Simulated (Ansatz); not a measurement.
# HfB2 (P6/mmm) in Ansatz: reference runs

Reference runs on HfB2: the cell as given and a disturbed copy.

All numbers are computed with Ansatz 0.2.0; they aren't measurements. Logs are shortened: lines on timing, memory, paths and dates and some standing lists are left out, and cuts for length are marked.

**1. Starting point**

Symmetry: P6/mmm, No. 191, hexagonal system. Conventional cell: a = 3.140 Å, b = 3.140 Å, c = 3.480 Å, α = 90.00°, β = 90.00°, γ = 120.00°. Hf (site symmetry 6/mmm) has 12 B at 2.51 Å as nearest neighbours. B (site symmetry -6m2) has 3 B at 1.81 Å as nearest neighbours.

**2. Single point, PBE**

Contents of input.yaml:

```yaml
crystal:
  lattice:
    - [3.14, 0.0, 0.0]
    - [-1.57, 2.7193197679, 0.0]
    - [0.0, 0.0, 3.48]
  atoms:
    - { symbol: Hf, position: [0.0, 0.0, 0.0] }
    - { symbol: B, position: [0.6666666667, 0.3333333333, 0.5] }
    - { symbol: B, position: [0.3333333333, 0.6666666667, 0.5] }
hamiltonian:
  xc: pbe
  pseudopotentials: { kind: paw }
kpoints:
  mp_grid: { grid: [10, 10, 8] }
scf:
  occupations: { method: fermi_dirac, width: 0.05 }
output:
  forces: true
  stress: true
  eigenvalues: true
  write_density: true
  write_potential: true
  elf: true
  volumetric_format: npy
```

Potentials or basis: Ansatz PAW.

Run with:

```bash
ansatz run input.yaml --threads 2 --pin off --max-ram 5120MiB --backend cpu --events-out ev --progress --plain --runs-dir out
```

The log of the run:

```text
Warning: RAYON_NUM_THREADS=2 ignored (pool sized by the plan → 2); use --threads N
Engine: ansatz 0.2.0, x86_64-unknown-linux-gnu
Pseudopotentials: kind: paw
Pseudopotential: Hf, paw, valence charge 26, recommended cutoff 420 eV (normal), Hf.paw.azcp
Pseudopotential: B, paw, valence charge 3, recommended cutoff 420 eV (normal), B.paw.azcp
Functional definition: PBE
  parameter kappa = 0.804
  parameter beta = 0.06672455060314922
  exchange = pbe_x(kappa = kappa, mu = beta*pi^2/3)
  correlation = pbe_c(beta = beta)
Crystal: 3 atoms, lattice volume = 29.715 Å³
Basis set: ecut = 420 eV, 563 PW (Γ), exchange–correlation on 48×48×48 points (8 copies of the dense FFT grid, shifted against one another)
Bands: 20, of which v1, the nominal top of the filled ones, is band 16 counted from 1 (15 counted from 0)
Symmetry: 24 space group operations
Space group: P6/mmm (ITA 191), of the structure as read, at distance tolerance 3.1e-5 Å
k-points: 70 of 800
Non-local potential: Hf, projectors of the file, l = 0: 3, l = 1: 2, l = 2: 2, l = 3: 3
Non-local potential: B, projectors of the file, l = 0: 2, l = 1: 2, l = 2: 1
PAW form: soft (Blöchl's): semilocal exchange-correlation on the pseudo side does not see the compensation charge
PAW one-centre angular grid: Hf, 590 points (default); XC on 64 Gauss nodes
PAW one-centre angular grid: B, 110 points (default); XC on 64 Gauss nodes
Initial density: superposition of atomic densities (neutral atoms: chi_scale 0, normalization atom), corrected by the library's trained network
Initial wavefunctions: pseudopotential atomic-orbital guess
Functional: x = pbe(κ = 0.804, μ = 0.2195149727645171), c = pbe(β = 0.06672455060314922)
SCF iter   1: F=—  HF=-16036.213063 eV  |F-HF|=—  |Δ(HF+E_count)|=         —  Δρ=1.63e-3  dr2=9.24e-4  ethr=1.77e-3  ⟨swp⟩=4.1  Hψ=5462  notcnv=0
preconditioner: auto → none  [insulator: Δε(μ)=0.297 eV  Ē_g=17.458 eV  σ=0.050 eV  W_gap=0.77  n_scr=8 (ndim 8)  ℏωp=37.3 eV  f_vac=0.000  D(μ)=0.31/eV (n_scr^D=0)  ε∞_Penn≈5.6]
SCF iter   2: F=—  HF=-16036.212753 eV  |F-HF|=—  |Δ(HF+E_count)|=   3.10e-4  Δρ=5.72e-4  dr2=5.28e-5  ethr=2.89e-6  ⟨swp⟩=2.6  Hψ=3050  notcnv=0
SCF iter   3: F=—  HF=-16036.212755 eV  |F-HF|=—  |Δ(HF+E_count)|=   2.00e-6  Δρ=2.86e-4  dr2=8.65e-6  ethr=1.65e-7  ⟨swp⟩=2.1  Hψ=2034  notcnv=0
SCF iter   4: F=—  HF=-16036.212754 eV  |F-HF|=—  |Δ(HF+E_count)|=   1.01e-6  Δρ=1.34e-4  dr2=2.51e-6  ethr=2.70e-8  ⟨swp⟩=2.0  Hψ=2385  notcnv=0
SCF iter   5: F=—  HF=-16036.212753 eV  |F-HF|=—  |Δ(HF+E_count)|=   1.26e-6  Δρ=4.32e-5  dr2=1.51e-7  ethr=7.83e-9  ⟨swp⟩=2.0  Hψ=2512  notcnv=0
SCF iter   6: F=-16036.212753 eV  HF=-16036.212753 eV  |F-HF|=3.05e-9  |Δ(HF+E_count)|=   4.78e-8  Δρ=7.51e-6  dr2=4.11e-9  ethr=3.13e-10  ⟨swp⟩=7.4  Hψ=8397  notcnv=0
SCF 1 converged in 6 iterations: F = -16036.212753 eV  dr2 = 4.11e-9
SCF converged after 6 iterations
Free energy (F): -16036.212753 eV
Harris-Foulkes:  -16036.212753 eV  (|F-HF|=3.05e-9)
Internal energy: -16036.210150 eV  (E = F + TS)
E sigma→0 (E₀):  -16036.211451 eV
Entropy (-TS):   -0.002603 eV (-0.868 meV/atom)
Fermi energy:    20.415386 eV
--- Per-component energies (eV) ---
  E_band       = 128.535684
  E_kinetic    = 525.979045
  E_local      = -5276.158257  (includes V_loc(G=0)·N_el)
  E_nonlocal   = -1221.811817
  E_hartree    = 2515.266943
  E_xc         = -367.037863
  E_vxc        = -346.333747  (∫ρ·V_xc dr)
  E_paw        = -7085.445624  (= ΣΔE_a)
  E_vpaw       = 1416.324806  (= ΣTr[D̂ρ^β])
  E_aug_tail   = -0.000008  (compensation charges beyond the density's cutoff)
  E_ewald      = -5127.002568
  E_smearing   = -0.002603  (= −TS)
  E_closure    = -0.000000  (closes the sum)
  Σ components = -16036.212753   (vs F -16036.212753, Δ=0.00e0)
--- Forces (eV/Å), atoms counted from 1 ---
  atom   1  Hf    -0.00000000    -0.00000000     0.00000000
  atom   2  B      0.00000000     0.00000000     0.00000000
  atom   3  B     -0.00000000    -0.00000000     0.00000000
  max |Σ_I F_I| component: 1.85e-17 eV/Å
--- Stress (GPa, compression-positive) ---
        1.221421       0.000000       0.000000
        0.000000       1.221421       0.000000
        0.000000       0.000000       1.707748
  P = ⅓ Tr σ = 1.3835 GPa (13.835 kbar)
--- Band table (eV; the first three rows and the last of 70) ---
  k-point 0: bands = ["-41.2790", "-10.1434", "-9.6661", "-9.6661", "6.7624", "8.7487", "8.7641", "8.7804", "8.7804", "8.7820", "8.7820", "8.8740", "17.4966", "17.5985", "17.5985", "17.7689", "24.5128", "24.5128", "25.1398", "25.1398"]
  k-point 1: bands = ["-41.2780", "-10.1847", "-9.6631", "-9.6631", "7.0069", "8.7464", "8.7641", "8.7788", "8.7788", "8.7835", "8.7835", "8.8740", "16.0172", "17.7588", "17.7588", "19.1666", "23.1801", "23.1801", "24.6261", "24.6261"]
  k-point 2: bands = ["-41.2755", "-10.2829", "-9.6559", "-9.6559", "7.6810", "8.7442", "8.7640", "8.7712", "8.7712", "8.7911", "8.7911", "8.8740", "14.3780", "18.2213", "18.2213", "20.6611", "21.8916", "21.8916", "23.4416", "23.4416"]
  k-point 69: bands = ["-41.2182", "-10.2243", "-10.2203", "-10.0801", "8.7519", "8.7633", "8.7731", "8.7785", "8.7806", "8.7952", "8.8467", "10.9389", "11.9368", "15.0497", "17.2098", "17.3092", "24.9884", "26.0469", "26.9754", "27.4815"]
```

Run time: 1.1 s. Hardware: 2 threads of Intel Xeon 6975P-C (Granite Rapids), shared host; peak memory 0.37 GiB.

Results:

```
Free energy            : -16036.2128 eV
Pressure               : 1.4 GPa
Band gap on the k mesh : none (metal or under the smearing width)
```

The run has no spin-orbit coupling, so splittings on Hf are missing.

**3. Single point, PBE (atoms moved at random, drawn with an rms of 0.05 Å)**

Contents of input.yaml:

```yaml
crystal:
  lattice:
    - [3.14, 0.0, 0.0]
    - [-1.57, 2.7193197679, 0.0]
    - [0.0, 0.0, 3.48]
  atoms:
    - { symbol: Hf, position: [0.00407, -0.003784, -0.002973] }
    - { symbol: B, position: [0.673524, 0.34355, 0.491307] }
    - { symbol: B, position: [0.31739, 0.675133, 0.484549] }
hamiltonian:
  xc: pbe
  pseudopotentials: { kind: paw }
kpoints:
  mp_grid: { grid: [10, 10, 8] }
scf:
  occupations: { method: fermi_dirac, width: 0.05 }
output:
  forces: true
  stress: true
  eigenvalues: true
```

Potentials or basis: Ansatz PAW.

Run with:

```bash
ansatz run input.yaml --threads 2 --pin off --max-ram 5120MiB --backend cpu --events-out ev --progress --plain --runs-dir out
```

Run time: 5.7 s. Hardware: 2 threads of Intel Xeon 6975P-C (Granite Rapids), shared host; peak memory 0.54 GiB.

The run converged. Its results:

```yaml
Free_energy: -16036.1469 eV
Pressure: 2.2 GPa
Largest_force: 1.320 eV/Å
Band_gap_on_the_k_mesh: none (metal or under the smearing width)
```

Forces on the atoms (eV/Å):
```
Hf  -0.677  0.522 -0.492
B   -0.580 -0.397  0.107
B    1.257 -0.125  0.384
```

Stress tensor (GPa, compression positive):
```
 2.38 -0.43  0.48
-0.43  1.91 -0.32
 0.48 -0.32  2.29
```

Levels at points of the mesh, in eV from the Fermi level:
| k point | band 14 | band 15 | band 16 | band 17 | band 18 | band 19 |
| --- | --- | --- | --- | --- | --- | --- |
| (0.00, 0.00, 0.00) | -3.02 | -2.60 | -2.53 | 3.92 | 4.10 | 4.32 |
| (0.00, 0.00, -0.50) | -1.56 | -0.72 | 0.15 | 0.70 | 1.03 | 1.06 |
| (0.00, -0.50, 0.00) | -4.09 | -3.43 | -2.70 | 2.12 | 2.93 | 5.58 |
| (0.00, -0.50, -0.50) | -4.88 | -4.63 | -2.63 | 3.94 | 4.23 | 6.28 |
| (-0.50, 0.00, 0.00) | -3.90 | -3.35 | -2.59 | 1.77 | 2.88 | 5.50 |
| (-0.50, 0.00, -0.50) | -4.83 | -4.79 | -2.46 | 4.03 | 4.20 | 6.28 |
| (-0.50, -0.50, 0.00) | -4.22 | -3.47 | -2.85 | 2.52 | 2.82 | 5.69 |
| (-0.50, -0.50, -0.50) | -4.98 | -4.52 | -2.74 | 3.97 | 4.29 | 6.29 |
